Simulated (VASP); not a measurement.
TiB2: equation of state with r2SCAN

The system is TiB2.

```
Ti B
1.0
     3.02942    0.00000    0.00000
    -1.51471    2.62355    0.00000
     0.00000    0.00000    3.22180
Ti B
1 2
Direct
  0.00000 0.00000 0.00000
  0.66667 0.33333 0.50000
  0.33333 0.66667 0.50000
```

```json
{
  "Program": "VASP 6.6.1",
  "Task": "equation of state",
  "Functional": "r2SCAN",
  "Potentials or basis": "VASP PAW PBE potentials, release 64 (Ti_sv, B)",
  "Cutoff": "520 eV",
  "k mesh": "8 × 8 × 8",
  "Occupations": "fermi-dirac, width 0.05 eV",
  "Spin": "no spin polarisation"
}
```

```
Equilibrium volume                        : 8.54 Å³/atom
Bulk modulus at fixed shape and positions : 262 GPa
Pressure derivative of the bulk modulus   : 3.8 (rough: it moves with the points fitted)
```

Energy against volume, from the lowest point:
```
volume (Å³/atom)  energy (meV/atom)
           8.194              12.29
           8.365               3.06
           8.535               0.00
           8.706               2.53
           8.877              10.17
```

All runs of the series together: 2.5 min on 1 thread of Intel(R) Xeon(R) 6975P-C (Granite Rapids), on a shared host.

Caveat: the cell was scaled at fixed shape and fractional positions, which overstates the stiffness of a crystal with free parameters, most of all of layers and chains; the PAW data sets were made with another functional, which shifts forces and pressure a little.
